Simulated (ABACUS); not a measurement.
# ZrS2 (P-3m1) in ABACUS: relaxation of cell and atoms with LDA-PW92

Aim: the relaxation of cell and atoms of ZrS2 with LDA-PW92.

Program: ABACUS 3.10.1. These are calculated values, not measurements. Logs are shortened: lines on timing, memory, paths and dates and some standing lists are left out, and cuts for length are marked.

### 1 The structure

Symmetry: P-3m1, No. 164, trigonal system. The conventional cell has a = 3.691 Å, b = 3.691 Å, c = 6.041 Å, α = 90.00°, β = 90.00°, γ = 120.00°. Zr (site symmetry -3m) is surrounded by 6 S at 2.57 Å. S (site symmetry 3m) has 3 Zr at 2.57 Å as nearest neighbours.

The cell is a database's computed one.

### 2 Relaxation of cell and atoms, LDA-PW92

run_abacus.py reads:

```python
"""ABACUS run from a structure file: ASE reads it, the script writes STRU, KPT and INPUT."""
import re
import subprocess
from ase.io import read
from ase.units import Bohr

atoms = read("ZrS2.xyz")
atoms = atoms[(-atoms.numbers).argsort(kind="stable")]  # ABACUS lists atoms element by element
pseudo = {'Zr': 'zr_lda_v1.uspp.F.UPF', 'S': 's_lda_v1.4.uspp.F.UPF'}
orbital = {}
magmoms = None
kmesh = [6, 6, 4]
params = {
    'suffix': 'ZrS2',
    'calculation': 'cell-relax',
    'basis_type': 'pw',
    'pseudo_dir': './',
    'symmetry': 1,
    'dft_functional': 'LDA_X+LDA_C_PW',
    'ecutwfc': 40,
    'pseudo_rcut': 10,
    'nspin': 1,
    'nbands': 16,
    'ks_solver': 'dav',
    'smearing_method': 'fd',
    'smearing_sigma': 0.00367493,
    'scf_thr': 1e-08,
    'scf_nmax': 100,
    'mixing_type': 'broyden',
    'mixing_beta': 0.7,
    'cal_force': 1,
    'cal_stress': 1,
    'ecutrho': 320,
    'relax_nmax': 60,
    'force_thr_ev': 0.01,
    'relax_method': 'cg',
    'out_stru': 1,
    'stress_thr': 1,
    'kpar': 4,
}

symbols = atoms.get_chemical_symbols()
elements = list(dict.fromkeys(symbols))
lines = ["ATOMIC_SPECIES"] + [f"{e} {atoms.get_masses()[symbols.index(e)]:.4f} {pseudo[e]}" for e in elements]
if orbital:
    lines += ["", "NUMERICAL_ORBITAL"] + [orbital[e] for e in elements]
lines += ["", "LATTICE_CONSTANT", f"{1 / Bohr:.10f}", "", "LATTICE_VECTORS"]
lines += [" ".join(f"{x:.10f}" for x in v) for v in atoms.cell]
lines += ["", "ATOMIC_POSITIONS", "Direct"]
for e in elements:
    lines += ["", e, "0.0", str(symbols.count(e))]
    for i, p in enumerate(atoms.get_scaled_positions(wrap=False)):
        if symbols[i] == e:
            mag = "" if magmoms is None else " mag " + " ".join(str(x) for x in (magmoms[i] if isinstance(magmoms[i], list) else [magmoms[i]]))
            lines.append(" ".join(f"{x:.10f}" for x in p) + " 1 1 1" + mag)
open("STRU", "w").write("\n".join(lines) + "\n")
open("KPT", "w").write("K_POINTS\n0\nGamma\n%d %d %d 0 0 0\n" % tuple(kmesh))
open("INPUT", "w").write("INPUT_PARAMETERS\n" + "".join(f"{k:<20s}{v}\n" for k, v in params.items()))

done = subprocess.run(['mpirun', '-np', '4', 'abacus'])
if done.returncode:
    raise SystemExit(done.returncode)
log = open("OUT.ZrS2/running_cell-relax.log").read()
print("final energy (eV):", re.findall(r"FINAL_ETOT_IS (\S+)", log))
```

ZrS2.xyz reads:

```xyz
3
Lattice="3.6913825498 0.0000000000 0.0000000000 -1.8456912749 3.1968310632 0.0000000000 0.0000000000 0.0000000000 6.0410770100" Properties=species:S:1:pos:R:3 pbc="T T T"
Zr     0.0000000000      0.0000000000      0.0000000000
S     -0.0000000002      2.1312207089      1.4372324502
S      1.8456912751      1.0656103543      4.6038445598
```

Potentials or basis: GBRV ultrasoft 1.5 LDA, plane waves.

Run with:

```bash
$ OMP_NUM_THREADS=1 python run_abacus.py > log
```

running log:

```text
ABACUS v3.10.1

               Atomic-orbital Based Ab-initio Computation at UStc

 ------------------------------------------------------------------------------------

 READING GENERAL INFORMATION
                           global_out_dir = OUT.ZrS2/
                           global_in_card = INPUT
                               pseudo_dir = ./
                              orbital_dir =
                                    DSIZE = 4
                                    GSIZE = 1

 READING UNITCELL INFORMATION
                                    ntype = 2
                  lattice constant (Bohr) = 1.88973
              lattice constant (Angstrom) = 1

 READING ATOM TYPE 1
                               atom label = Zr
                      L=0, number of zeta = 1
                      L=1, number of zeta = 1
                      L=2, number of zeta = 1
             number of atom for this type = 1

 READING ATOM TYPE 2
                               atom label = S
                      L=0, number of zeta = 1
                      L=1, number of zeta = 1
                      L=2, number of zeta = 1
             number of atom for this type = 2

                        TOTAL ATOM NUMBER = 3
DIRECT COORDINATES
    atom                   x                   y                   z     mag                  vx                  vy                  vz
taud_Zr1            0.0000000000        0.0000000000        0.0000000000  0.0000        0.0000000000        0.0000000000        0.0000000000
taud_S1            0.3333333333        0.6666666667        0.2379099700  0.0000        0.0000000000        0.0000000000        0.0000000000
taud_S2            0.6666666667        0.3333333333        0.7620900300  0.0000        0.0000000000        0.0000000000        0.0000000000
[... 4 lines left out ...]
 Lattice vectors: (Cartesian coordinate: in unit of a_0)
             +3.69138                  +0                  +0
             -1.84569            +3.19683                  +0
                   +0                  +0            +6.04108
 Reciprocal vectors: (Cartesian coordinate: in unit of 2 pi/a_0)
            +0.270901           +0.156405                  -0
                   -0            +0.31281                  -0
                   +0                  -0           +0.165533
 The esolver type has been set to : ksdft_pw

                PAO radial cut off (Bohr) = 10

 Read in pseudopotential file is zr_lda_v1.uspp.F.UPF
                     pseudopotential type = US
          exchange-correlation functional = PZ
                 nonlocal core correction = 1
                        valence electrons = 12
                                     lmax = 2
                           number of zeta = 5
                     number of projectors = 6
                           L of projector = 0
                           L of projector = 0
                           L of projector = 1
                           L of projector = 1
                           L of projector = 2
                           L of projector = 2
 XC functional updated to : LDA_X+LDA_C_PW
          exchange-correlation functional = LDA_X+LDA_C_PW
                PAO radial cut off (Bohr) = 10

 Read in pseudopotential file is s_lda_v1.4.uspp.F.UPF
                     pseudopotential type = US
          exchange-correlation functional = PZ
                 nonlocal core correction = 1
                        valence electrons = 6
                                     lmax = 2
                           number of zeta = 2
                     number of projectors = 6
                           L of projector = 0
                           L of projector = 0
                           L of projector = 1
                           L of projector = 1
                           L of projector = 2
                           L of projector = 2
 XC functional updated to : LDA_X+LDA_C_PW
          exchange-correlation functional = LDA_X+LDA_C_PW
     initial pseudo atomic orbital number = 21

 SETUP THE ELECTRONS NUMBER
            electron number of element Zr = 12
      total electron number of element Zr = 12
             electron number of element S = 6
       total electron number of element S = 12
            AUTOSET number of electrons:  = 24
                           occupied bands = 12
                                   NBANDS = 16
                                   NLOCAL = 27

%%%%%%%%%%%%%%%%%%%%%%%%%%%%%%%%%%%%%%%%%%%%%%%%%%%%%%%%%%%%%%%%%%%%%%%%%%%%%%%%%%%%%%%%%%%%%%%%%%%%%%%%%%
 Warning: the number of valence electrons in pseudopotential > 4 for Zr: [Kr] 4d2 5s2
 Pseudopotentials with additional electrons can yield (more) accurate outcomes, but may be less efficient.
 If you're confident that your chosen pseudopotential is appropriate, you can safely ignore this warning.
%%%%%%%%%%%%%%%%%%%%%%%%%%%%%%%%%%%%%%%%%%%%%%%%%%%%%%%%%%%%%%%%%%%%%%%%%%%%%%%%%%%%%%%%%%%%%%%%%%%%%%%%%%

 SETUP THE PLANE WAVE BASIS
 energy cutoff for charge/potential (unit:Ry) = 160
            fft grid for charge/potential = [ 30, 30, 45 ]
                        fft grid division = [ 1, 1, 1 ]
        big fft grid for charge/potential = [ 40, 40, 72 ]
                                     nbxx = 115200
                                     nrxx = 40500

 SETUP PLANE WAVES FOR CHARGE/POTENTIAL
                    number of plane waves = 16383
                         number of sticks = 535

 PARALLEL PW FOR CHARGE/POTENTIAL
[... 23 lines left out ...]
                                  min |g| = 0

----------- Double Check Mixing Parameters Begin ------------
mixing_type: broyden
mixing_beta: 0.7
mixing_gg0: 1
mixing_gg0_min: 0.1
mixing_ndim: 8
----------- Double Check Mixing Parameters End ------------

 LATTICE VECTORS: (CARTESIAN COORDINATE: IN UNIT OF A0)
             +3.69138                  +0                  +0
             -1.84569            +3.19683                  +0
                   +0                  +0            +6.04108
                       right hand lattice = 1
                                   NORM_A = 3.69138
                                   NORM_B = 3.69138
                                   NORM_C = 6.04108
                           ALPHA (DEGREE) = 90
                           BETA  (DEGREE) = 90
                           GAMMA (DEGREE) = 120

 The lattice vectors have been changed (STRU_SIMPLE.cif)

(for optimal symmetric configuration:)
                             BRAVAIS TYPE = 4
                     BRAVAIS LATTICE NAME = 04. Hexagonal cell
                                    ibrav = 4
                                    IBRAV = 4
                                  BRAVAIS = HEXAGONAL CELL
                       LATTICE CONSTANT A = 3.69138
                                C/A RATIO = 1.63654
Original cell was already a primitive cell.
                        ROTATION MATRICES = 24
              PURE POINT GROUP OPERATIONS = 12
                   SPACE GROUP OPERATIONS = 12
                                       C2 = 3
                                       C3 = 2
                                       C4 = 0
                                       C6 = 0
                                       S1 = 3
                                       S3 = 0
                                       S4 = 0
                                       S6 = 2
                              POINT GROUP = D_3d
                                       C2 = 3
                                       C3 = 2
                                       C4 = 0
                                       C6 = 0
                                       S1 = 3
                                       S3 = 0
                                       S4 = 0
                                       S6 = 2
               POINT GROUP IN SPACE GROUP = D_3d

 SETUP K-POINTS
                                    nspin = 1
                   Input type of k points = Monkhorst-Pack(Gamma)
                                   nkstot = 144
                       right hand lattice = 1
(for reciprocal lattice: )
                             BRAVAIS TYPE = 4
                     BRAVAIS LATTICE NAME = 04. Hexagonal cell
                                    ibrav = 4
                       right hand lattice = 1
(for k-lattice: )
                             BRAVAIS TYPE = 4
                     BRAVAIS LATTICE NAME = 04. Hexagonal cell
                                    ibrav = 4
                       right hand lattice = 1
                        ROTATION MATRICES = 24
                               nkstot_ibz = 24
K-POINTS REDUCTION ACCORDING TO SYMMETRY
     IBZ    DIRECT_X    DIRECT_Y    DIRECT_Z  WEIGHT  ibz2bz
       1  0.00000000  0.00000000  0.00000000  0.0069       0
       2 -0.16666667  0.16666667  0.00000000  0.0417       1
       3 -0.33333333  0.33333333  0.00000000  0.0417       2
       4  0.50000000  0.50000000  0.00000000  0.0208       3
       5 -0.16666667  0.33333333  0.00000000  0.0417       7
       6  0.50000000  0.33333333  0.00000000  0.0833       8
[... 16 lines left out ...]
      23  0.50000000  0.33333333  0.50000000  0.0833      80
      24  0.33333333  0.33333333  0.50000000  0.0139      86

                               nkstot now = 24
[... K-POINTS DIRECT COORDINATES: 24 rows ...]

           k-point number in this process = 6
       minimum distributed K point number = 6
[... stars of the k points ...]

[... K-POINTS CARTESIAN COORDINATES: 6 rows ...]

[... K-POINTS DIRECT COORDINATES: 6 rows ...]

 SETUP PLANE WAVES FOR WAVE FUNCTIONS
     energy cutoff for wavefunc (unit:Ry) = 40
              fft grid for wave functions = [ 30, 30, 45 ]
                    number of plane waves = 3015
                         number of sticks = 169

 PARALLEL PW FOR WAVE FUNCTIONS
     PROC   COLUMNS(POT)             PW
        1            169           3015
 --------------- sum -------------------
        1            169           3015

 SETUP NONLOCAL PSEUDOPOTENTIALS IN PLANE WAVE BASIS
 Zr non-local projectors:
 projector 1 L=0
 projector 2 L=0
 projector 3 L=1
 projector 4 L=1
 projector 5 L=2
 projector 6 L=2
 S non-local projectors:
 projector 1 L=0
 projector 2 L=0
 projector 3 L=1
 projector 4 L=1
 projector 5 L=2
 projector 6 L=2
      TOTAL NUMBER OF NONLOCAL PROJECTORS = 54

 Init Non-Local PseudoPotential table :
 Init Non-Local-Pseudopotential done.

                                     npwx = 2063

 Make real space PAO into reciprocal space.
       max mesh points in Pseudopotential = 725
     dq(describe PAO in reciprocal space) = 0.01
                                    max q = 1272

 number of pseudo atomic orbitals for Zr is 5
WARNING: norm of atomic wavefunction # 3 of atomic type Zr is 0.999936, renormalized
WARNING: norm of atomic wavefunction # 4 of atomic type Zr is 0.999616, renormalized
WARNING: norm of atomic wavefunction # 5 of atomic type Zr is 0.989317, renormalized

 number of pseudo atomic orbitals for S is 2
WARNING: norm of atomic wavefunction # 2 of atomic type S is 0.999996, renormalized

 -------------------------------------------
 STEP OF RELAXATION : 1
 -------------------------------------------
                                 init_chg = atomic

 PW ALGORITHM --------------- ION=   1  ELEC=   1--------------------------------

 Notice: Threshold on eigenvalues was too large.
 hsover_error=0.24 > DRHO=0.195507
 Origin diag ethr = 0.01
 New diag ethr = 0.000814613
[... 1749 lines left out ...]
 Lattice vectors: (Cartesian coordinate: in unit of a_0)
            +3.605331           -0.000000           +0.000000
            -1.802666           +3.122308           +0.000000
            -0.000000           -0.000000           +5.779584
 Reciprocal vectors: (Cartesian coordinate: in unit of 2 pi/a_0)
            +0.277367           +0.160138           +0.000000
            +0.000000           +0.320276           +0.000000
            -0.000000           -0.000000           +0.173023

 -------------------------------------------
[... 7 further ionic steps ...]
 STEP OF RELAXATION : 26
 -------------------------------------------

[... set-up of the moved cell ...]

 PW ALGORITHM --------------- ION=  26  ELEC=   1--------------------------------
 Notice: Threshold on eigenvalues was too large.
 hsover_error=0.240000 > DRHO=0.000005
 Origin diag ethr = 0.010000
 New diag ethr = 0.000000
[... 1665 lines left out ...]
 Largest gradient in stress is 0.616178 kbar.
 Threshold is 1.000000 kbar.

 Relaxation is converged!

 --------------------------------------------
 !FINAL_ETOT_IS -2011.3637830428467623 eV
 --------------------------------------------
```

It took 13 min on 4 MPI ranks of Intel Xeon Platinum 8488C (Sapphire Rapids), shared host; peak memory 0.96 GiB.

Results:

```
Free energy                            : -2011.3638 eV
Relaxed volume                         : 21.17 Å³/atom
Relaxed cell                           : a = 3.600 Å, b = 3.600 Å, c = 5.658 Å, α = 90.00°, β = 90.00°, γ = 120.00°
Space group after relaxing (to 0.05 Å) : P-3m1 (No. 164)
Energy gained by relaxing              : 31.9 meV/atom
Ionic steps                            : 42
Pressure after relaxing                : 0.0 GPa
Largest force after relaxing           : 0.009 eV/Å
Band gap on the k mesh                 : 0.49 eV, indirect (least direct gap 1.29 eV)
```

Forces in eV/Å, atoms in the order of the input:
```
Zr   0.000  0.000  0.000
S    0.000  0.000  0.009
S    0.000  0.000 -0.009
```

The path:
```csv
step,energy change (eV),largest force (eV/Å),pressure (GPa),volume (Å³)
1,0.0000,0.2933,-4.60,71.29
3,-0.0625,0.3041,0.18,67.94
5,-0.0685,0.2269,0.18,67.50
7,-0.0765,0.0011,-0.66,66.87
9,-0.0789,0.0632,-1.24,66.79
11,-0.0834,0.0013,-0.85,66.26
13,-0.0849,0.0963,-0.11,65.80
15,-0.0864,0.0945,-0.14,65.64
17,-0.0882,0.0910,-0.15,65.40
19,-0.0906,0.0671,-0.22,65.06
21,-0.0917,0.0315,-0.42,64.94
23,-0.0924,0.0859,0.05,64.59
25,-0.0932,0.0610,-0.08,64.49
27,-0.0935,0.0413,-0.22,64.49
29,-0.0939,0.0498,-0.12,64.35
31,-0.0943,0.0492,-0.07,64.23
33,-0.0947,0.0340,-0.12,64.12
35,-0.0950,0.0476,0.04,63.93
37,-0.0955,0.0275,-0.03,63.79
39,-0.0957,0.0059,-0.12,63.71
41,-0.0957,0.0121,-0.07,63.65
42,-0.0958,0.0089,-0.03,63.52
```

Final structure:
```
CELL_PARAMETERS angstrom
3.60037 0.00000 0.00000
-1.80018 3.11801 0.00000
0.00000 0.00000 5.65837
ATOMIC_POSITIONS crystal
Zr 0.00000 0.00000 0.00000
S 0.33333 0.66667 0.25572
S 0.66667 0.33333 0.74428
```

Levels at points of the mesh, in eV from the valence-band top:
```tsv
k point	band 9	band 10	band 11	band 12	band 13	band 14	band 15	band 16
(0.00, 0.00, 0.00)	-3.10	-0.24	-0.24	0.00	1.29	1.29	2.01	4.67
(0.50, 0.50, 0.00)	-2.86	-2.76	-2.29	-1.52	0.73	3.18	3.53	5.80
(0.00, 0.00, 0.50)	-3.04	-2.34	-0.46	-0.46	1.23	1.23	2.47	5.28
(0.50, 0.50, 0.50)	-3.00	-2.64	-1.09	-0.87	0.49	3.16	3.52	5.03
```

Caveat: there are fewer bands than atomic start orbitals, so a level may be missed at k points of high symmetry. A k mesh can miss the band edges.
